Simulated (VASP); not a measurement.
# LiH (Fm-3m) in VASP: settings compared

One crystal, LiH, is run at these levels: PBE, HSE06; tasks: band structure.

Everything below comes from runs of VASP 6.6.1. Logs are shortened: lines on timing, memory, paths and dates and some standing lists are left out, and cuts for length are marked.

### Step 1. The structure

The structure is cubic, space group Fm-3m (No. 225). The conventional cell has a = 3.972 Å, b = 3.972 Å, c = 3.972 Å, α = 90.00°, β = 90.00°, γ = 90.00°. Li (site symmetry m-3m) is surrounded by 6 H at 1.99 Å. H (site symmetry m-3m) has 6 Li at 1.99 Å as nearest neighbours.

### Step 2. Band structure, PBE

INCAR reads:

```
PREC     = Accurate       # precision mode
ENCUT    = 520            # plane-wave cutoff, eV
EDIFF    = 1E-7           # SCF threshold, eV
ISMEAR   = 0              # smearing method
SIGMA    = 0.03           # smearing width, eV
LREAL    = F              # projectors in reciprocal space
LASPH    = T              # aspherical terms in the spheres
NELM     = 80             # most SCF steps
ALGO     = Normal         # electronic algorithm
ISIF     = 2              # what is computed and relaxed
LWAVE    = F              # write WAVECAR
LCHARG   = F              # write CHGCAR
GGA      = PE             # functional
NBANDS   = 9              # bands
KPAR     = 8
```

KPOINTS reads:

```
regular mesh
0
Gamma
  10 10 10
```

POSCAR reads:

```
LiH                                     
1.0
    0.0000000000      1.9860246743      1.9860246743
    1.9860246743      0.0000000000      1.9860246743
    1.9860246743      1.9860246743      0.0000000000
  Li              H             
     1     1
Direct
     0.0000000000000000    0.0000000000000000    0.0000000000000000
     0.5000000000000000    0.5000000000000000    0.5000000000000000
```

KPOINTS_OPT reads:

```
explicit points
6
Reciprocal
 0.0000000000  0.0000000000  0.0000000000 1
 0.3750000000  0.3750000000  0.7500000000 1
 0.5000000000  0.5000000000  0.5000000000 1
 0.6250000000  0.2500000000  0.6250000000 1
 0.5000000000  0.2500000000  0.7500000000 1
 0.5000000000  0.0000000000  0.5000000000 1
```

Potentials or basis: VASP PAW PBE potentials, release 64 (Li_sv, H).

Launch:

```bash
> cat potpaw_PBE.64/Li_sv/POTCAR potpaw_PBE.64/H/POTCAR > POTCAR
> mpirun -np 8 vasp_std > vasp.out
```

OUTCAR:

```text
PREC = Accurate
   ENCUT = 520
   EDIFF = 1E-7
   ISMEAR = 0
   LREAL = F
   LASPH = T
   NELM = 80
   ISIF = 2
   GGA = PE

 ion  position               nearest neighbor table
   1  0.000  0.000  0.000-
   2  0.500  0.500  0.500-

  LATTYP: Found a face centered cubic cell.
 ALAT       =     3.9720493486

  Lattice vectors:

 A1 = (   0.0000000000,   1.9860246743,   1.9860246743)
 A2 = (   1.9860246743,   0.0000000000,   1.9860246743)
 A3 = (   1.9860246743,   1.9860246743,   0.0000000000)

Analysis of symmetry for initial positions (statically):
=====================================================================
 Subroutine PRICEL returns:
 Original cell was already a primitive cell.

 Routine SETGRP: Setting up the symmetry group for a
 face centered cubic supercell.

 Subroutine GETGRP returns: Found 48 space group operations
 (whereof 48 operations were pure point group operations)
 out of a pool of 48 trial point group operations.

The static configuration has the point symmetry O_h .

Analysis of symmetry for dynamics (positions and initial velocities):
=====================================================================
 Subroutine PRICEL returns:
 Original cell was already a primitive cell.

 Routine SETGRP: Setting up the symmetry group for a
 face centered cubic supercell.

 Subroutine GETGRP returns: Found 48 space group operations
 (whereof 48 operations were pure point group operations)
 out of a pool of 48 trial point group operations.

The dynamic configuration has the point symmetry O_h .

 Subroutine INISYM returns: Found 48 space group operations
 (whereof 48 operations are pure point group operations),
 and found     1 'primitive' translations

----------------------------------------------------------------------------------------

                                     Primitive cell

  volume of cell :      15.6669

  direct lattice vectors                    reciprocal lattice vectors
     0.000000000  1.986024674  1.986024674    -0.251759208  0.251759208  0.251759208
     1.986024674  0.000000000  1.986024674     0.251759208 -0.251759208  0.251759208
     1.986024674  1.986024674  0.000000000     0.251759208  0.251759208 -0.251759208

  length of vectors
     2.808663030  2.808663030  2.808663030     0.436059740  0.436059740  0.436059740

  position of ions in fractional coordinates (direct lattice)
     0.000000000  0.000000000  0.000000000
     0.500000000  0.500000000  0.500000000

  ion indices of the primitive-cell ions
   primitive index   ion index
                 1           1
                 2           2

----------------------------------------------------------------------------------------

 KPOINTS: regular mesh

Automatic generation of k-mesh.
 Grid dimensions read from file:
 generate k-points for:   10   10   10

 Generating k-lattice:

  Cartesian coordinates                     Fractional coordinates (reciprocal lattice)
    -0.025175921  0.025175921  0.025175921     0.100000000  0.000000000  0.000000000
     0.025175921 -0.025175921  0.025175921     0.000000000  0.100000000  0.000000000
     0.025175921  0.025175921 -0.025175921     0.000000000  0.000000000  0.100000000

  Length of vectors
     0.043605974  0.043605974  0.043605974

  Shift w.r.t. Gamma in fractional coordinates (k-lattice)
     0.000000000  0.000000000  0.000000000

 Subroutine IBZKPT returns following result:
 ===========================================

 Found     47 irreducible k-points:

 Following reciprocal coordinates:
            Coordinates               Weight
  0.000000  0.000000  0.000000      1.000000
  0.100000  0.000000  0.000000      8.000000
  0.200000  0.000000  0.000000      8.000000
  0.300000  0.000000  0.000000      8.000000
  0.400000  0.000000  0.000000      8.000000
  0.500000  0.000000  0.000000      4.000000
[... 16 lines left out ...]
  0.300000  0.300000  0.000000      6.000000
  0.400000  0.300000  0.000000     24.000000
 [... further k-points ...]
   k-points           NKPTS =     47   k-points in BZ     NKDIM =     47   number of bands    NBANDS=      9
   number of dos      NEDOS =    301   number of ions     NIONS =      2
   total plane-waves  NPLWV =  13824
   dimension x,y,z NGX =    24 NGY =   24 NGZ =   24
   dimension x,y,z NGXF=    48 NGYF=   48 NGZF=   48
   ions per type =               1   1
   NGX,Y,Z   is equivalent  to a cutoff of  14.21, 14.21, 14.21 a.u.
   NGXF,Y,Z  is equivalent  to a cutoff of  28.41, 28.41, 28.41 a.u.
 SYSTEM =  unknown system
   PREC   = accura    normal or accurate (medium, high low for compatibility)
   ISTART =      0    job   : 0-new  1-cont  2-samecut
   ICHARG =      2    charge: 1-file 2-atom 10-const
   ISPIN  =      1    spin polarized calculation?
   LNONCOLLINEAR =      F non collinear calculations
   LSORBIT =      F    spin-orbit coupling
   LASPH  =      T    aspherical Exc in radial PAW
   ENCUT  =  520.0 eV  38.22 Ry    6.18 a.u.   5.22  5.22  5.22*2*pi/ulx,y,z
   NELM   =     80;   NELMIN=  2; NELMDL= -5     # of ELM steps
   EDIFF  = 0.1E-06   stopping-criterion for ELM
   LREAL  =      F    real-space projection
   EDIFFG = 0.1E-05   stopping-criterion for IOM
   NSW    =      0    number of steps for IOM
   IBRION =     -1    ionic relax: 0-MD 1-quasi-New 2-CG
   NFREE  =      0    steps in history (QN), initial steepest desc. (CG)
   ISIF   =      2    stress and relaxation
   ISYM   =      2    0-nonsym 1-usesym 2-fastsym
   POTIM  = 0.5000    time-step for ionic-motion
   TEBEG  =    0.0;   TEEND  =   0.0 temperature during run
   PSTRESS=    0.0 pullay stress
   NELECT =       4.0000    total number of electrons
   NUPDOWN=      -1.0000    fix difference up-down
   EMIN   =  10.00;   EMAX   =-10.00  energy-range for DOS
   EFERMI =   0.00;   METHOD = LEGACY
   ISMEAR =     0;   SIGMA  =   0.03  broadening in eV -4-tet -1-fermi 0-gaus
   EFERMI_NEDOS =   21; number of points for ismear=-14 and -15
   IALGO  =     38    algorithm
   IMIX   =      4    mixing-type and parameters
     AMIX     =   0.40;   BMIX     =  1.00
     AMIX_MAG =   1.60;   BMIX_MAG =  1.00
  volume/ion in A,a.u.               =       7.83        52.86
  Fermi-wavevector in a.u.,A,eV,Ry     =   1.038565  1.962603 14.675468  1.078616
  Thomas-Fermi vector in A             =   2.173055
   LORBIT       =      0    0 simple, 1 ext, 2 COOP (PROOUT), +10 PAW based schemes
   GGA     = PE    functional components
   LHFCALC =     F    Hartree Fock is set to
   AEXX    =    0.0000 exact exchange contribution
   IVDW    =     0    specifies the selected vdW correction
   LEPSILON=     F    determine dielectric tensor
   LRPA    =     F    only Hartree local field effects (RPA)
 non-spin polarized calculation
 Gauss-broadening in eV      SIGMA  =   0.03
  energy-cutoff  :      520.00
  volume of cell :       15.67
 maximum number of plane-waves:       444
 NGX is ok and might be reduce to    24
   NGX = 11   NGY = 11   NGZ = 11

 number of electron       3.9999998 magnetization

 Free energy of the ion-electron system (eV)
  ---------------------------------------------------
  ext. energy  EPLUGINS =         0.00000000
  ---------------------------------------------------
  free energy    TOTEN  =        -6.12579345 eV

  energy without entropy =       -6.12579345  energy(sigma->0) =       -6.12579345

 E-fermi :   0.4865     XC(G=0):  -8.6003

 val. band max:        0.2212143604   @ k =   0.5000   0.5000   0.0000
 cond. band min:       3.1797786952   @ k =   0.5000   0.5000   0.0000
 fundamental gap:      2.9585643348
 Fermi energy:         0.4864613596

 k-point     1 :       0.0000    0.0000    0.0000
  band No.  band energies     occupation
      1     -44.0449      2.00000
      2      -5.3168      2.00000
      3      16.6711      0.00000
      4      18.3947      0.00000
      5      18.3947      0.00000
      6      18.3947      0.00000
      7      23.1610      0.00000
      8      23.1610      0.00000
      9      23.1610      0.00000

 k-point     2 :       0.1000    0.0000    0.0000
  band No.  band energies     occupation
      1     -44.0401      2.00000
      2      -5.1384      2.00000
      3      15.1196      0.00000
      4      17.4109      0.00000
      5      17.9953      0.00000
      6      17.9953      0.00000
      7      22.5890      0.00000
      8      24.0217      0.00000
      9      24.0217      0.00000

 k-point     3 :       0.2000    0.0000    0.0000
  band No.  band energies     occupation
      1     -44.0272      2.00000
      2      -4.6164      2.00000
      3      11.7717      0.00000
      4      16.1305      0.00000
      5      17.3534      0.00000
      6      17.3534      0.00000
      7      23.4612      0.00000
      8      23.8187      0.00000
      9      23.8188      0.00000

 k-point     4 :       0.3000    0.0000    0.0000
  band No.  band energies     occupation
      1     -44.0113      2.00000
      2      -3.8131      2.00000
      3       8.5627      0.00000
      4      15.0625      0.00000
      5      16.9660      0.00000
      6      16.9660      0.00000
      7      21.7089      0.00000
      8      21.7089      0.00000
      9      25.0569      0.00000

 k-point     5 :       0.4000    0.0000    0.0000
  band No.  band energies     occupation
      1     -43.9984      2.00000
      2      -2.9298      2.00000
      3       6.1652      0.00000
      4      14.3635      0.00000
      5      16.9099      0.00000
      6      16.9099      0.00000
      7      20.1757      0.00000
      8      20.1757      0.00000
      9      26.9363      0.00000

 k-point     6 :       0.5000    0.0000    0.0000
  band No.  band energies     occupation
      1     -43.9934      2.00000
      2      -2.4868      2.00000
      3       5.2106      0.00000
      4      14.1222      0.00000
      5      16.9752      0.00000
      6      16.9752      0.00000
      7      19.5736      0.00000
      8      19.5736      0.00000
      9      28.0396      0.00000
[... 169 lines left out ...]
 k-point    21 :      -0.3000    0.2000    0.0000
  band No.  band energies     occupation
      1     -43.9939      2.00000
      2      -2.5205      2.00000
      3       7.1125      0.00000
      4       9.5998      0.00000
      5      15.7849      0.00000
      6      16.2778      0.00000
      7      23.1589      0.00000
      8      26.2181      0.00000
      9      27.1434      0.00000

 k-point    22 :      -0.2000    0.2000    0.0000
  band No.  band energies     occupation
      1     -44.0060      2.00000
      2      -3.4709      2.00000
      3       9.8530      0.00000
      4      10.0652      0.00000
      5      16.5195      0.00000
      6      17.5074      0.00000
      7      22.3648      0.00000
      8      24.5141      0.00000
      9      26.2071      0.00000

 k-point    23 :       0.3000    0.3000    0.0000
  band No.  band energies     occupation
      1     -44.0009      2.00000
      2      -3.0630      2.00000
      3       8.9247      0.00000
      4      12.6254      0.00000
      5      12.6254      0.00000
      6      15.8877      0.00000
      7      18.0234      0.00000
      8      29.2605      0.00000
      9      31.7598      0.00000

 k-point    24 :       0.4000    0.3000    0.0000
  band No.  band energies     occupation
      1     -43.9909      2.00000
      2      -2.1572      2.00000
      3       6.9905      0.00000
      4      10.8263      0.00000
      5      12.1760      0.00000
      6      16.6958      0.00000
      7      18.1195      0.00000
      8      30.3121      0.00000
      9      30.7540      0.00000

 [... further k-points ...]

------------------------ aborting loop because EDIFF is reached ----------------------------------------

  FORCE on cell =-STRESS in cart. coord.  units (eV):
  Direction    XX          YY          ZZ          XY          YZ          ZX
  --------------------------------------------------------------------------------------
  -------------------------------------------------------------------------------------
  Total        0.0722065      0.0722065      0.0722065      0.0000000     -0.0000000      0.0000000
  in kB        7.3841918      7.3841918      7.3841918      0.0000000     -0.0000000      0.0000000
  external PRESSURE =       7.3841918 kB  Pullay stress =       0.0000000 kB

 VOLUME and BASIS-vectors are now :
 -----------------------------------------------------------------------------
  energy-cutoff  :      520.00
  volume of cell :       15.67
      direct lattice vectors                 reciprocal lattice vectors
     0.000000000  1.986024674  1.986024674    -0.251759208  0.251759208  0.251759208
     1.986024674  0.000000000  1.986024674     0.251759208 -0.251759208  0.251759208
     1.986024674  1.986024674  0.000000000     0.251759208  0.251759208 -0.251759208

 POSITION                                       TOTAL-FORCE (eV/Angst)
 -----------------------------------------------------------------------------------
      0.00000      0.00000      0.00000        -0.000000      0.000000     -0.000000
      1.98602      1.98602      1.98602         0.000000     -0.000000      0.000000
 -----------------------------------------------------------------------------------
    total drift:                                0.000000     -0.000000     -0.000000

  FREE ENERGIE OF THE ION-ELECTRON SYSTEM (eV)
  ---------------------------------------------------
  free  energy   TOTEN  =        -6.1257934539 eV

  energy  without entropy=       -6.1257934539  energy(sigma->0) =       -6.12579345
```

Run time: 3 s. Hardware: 8 MPI ranks of Intel Xeon Platinum 8488C (Sapphire Rapids), shared host; peak memory 0.13 GiB.

What came out:

```
Free energy             : -6.1258 eV
Band gap on the k mesh  : 2.96 eV, direct
Band gap along the path : 2.96 eV, direct
```

Caveat: the cutoff is under 1.25 times the usual one of these potentials, so pressure, stress and relaxed cells hold a basis-set (Pulay) error. A hybrid or GW would open this gap; PBE tends to underestimate it.

(Part 1 of 2 ends here.)
